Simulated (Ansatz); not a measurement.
Cubic perovskite LaAlO₃ (cubic high-temperature phase), treated with r²SCAN+rVV10 (PAW; Ansatz, a quantum-chemistry and plane-wave program).

Run with plane-wave cutoff 560 eV, 10×10×10 k mesh, Fermi–Dirac smearing 0.01 eV, scalar-relativistic PAW data made under PBE.

A third-order Birch–Murnaghan fit to the energies gives V0 = 10.780 Å³/atom, B0 = 217 GPa, B′ = 4.2.

| V (Å³/atom) | P (GPa) |
|---|---|
| 10.133 | … |
| 10.348 | … |
| 10.564 | … |
| 10.779 | 0.01 |
| 10.995 | -4.11 |
| 11.211 | -7.82 |
| 11.426 | … |

Question: Estimate the withheld pressures from this fit; the answers are the runs' own values.

Answer: 
- 10.133, P (GPa): 15.28
- 10.348, P (GPa): 9.65
- 10.564, P (GPa): 4.58
- 11.426, P (GPa): -11.16

The formula P = (3/2) B0 (x^(7/3) − x^(5/3)) [1 + (3/4)(B′ − 4)(x^(2/3) − 1)] with x = V0/V meets the computed pressures within 0.03 GPa when these rounded values are put in.

Measured, for comparison: bulk modulus 215 ± 4 GPa (room temperature, not corrected to a static lattice, cubic phase above 14 GPa, extrapolated to zero pressure; as tabulated in Guennou et al. (2011), arXiv:1105.1276). Computed (rounded) less measured: bulk modulus +0.9 % (inside the measured uncertainty).

Note: the relaxation could not lower the start's symmetry, so the cell can be a saddle point above a distorted one.

Spin–orbit coupling is not included.

The computed numbers hold no vibrational or temperature effects.
